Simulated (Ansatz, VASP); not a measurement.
# One calculation of Sb, two programs

```
Sb
1.0
    -1.51000    1.51000    2.48824
     1.51000   -1.51000    2.48824
     1.51000    1.51000   -2.48824
Sb
1
Direct
  0.00000 0.00000 0.00000
```

Change from the starting cell: volume scaled by 1.01, crystal datasets.

Alike in both runs: task electric field gradients; functional PBE; k mesh 19 × 19 × 19; occupations fermi-dirac, width 0.05 eV; no spin polarisation.

```csv
,VASP,Ansatz
version,VASP 6.6.1,Ansatz 0.2.0
potentials or method,"VASP PAW PBE potentials, release 64 (Sb), cutoff 520 eV","all-electron PAW with datasets made for the crystal, scalar-relativistic"
```

Ansatz gave:

* pressure (GPa): 17.9
* largest component of the traceless stress (GPa): 1.34
* Vzz of the field gradient on the site that differs most (V/Å²): 39.8

Which values does VASP return?

Pressure (GPa): 17.9; largest component of the traceless stress (GPa): 1.42; Vzz of the field gradient on the site that differs most (V/Å²): 39.1.

Ansatz ran all-electron here, so the differences hold the error of VASP's frozen core and of both bases. Ansatz warned: «gradients_without_spin_orbit».

Caveats: so large a pressure means that the cell lies far from this level's equilibrium, or that cutoff or potentials fall short (VASP). Spin-orbit coupling is left out, which matters for the levels of Sb.
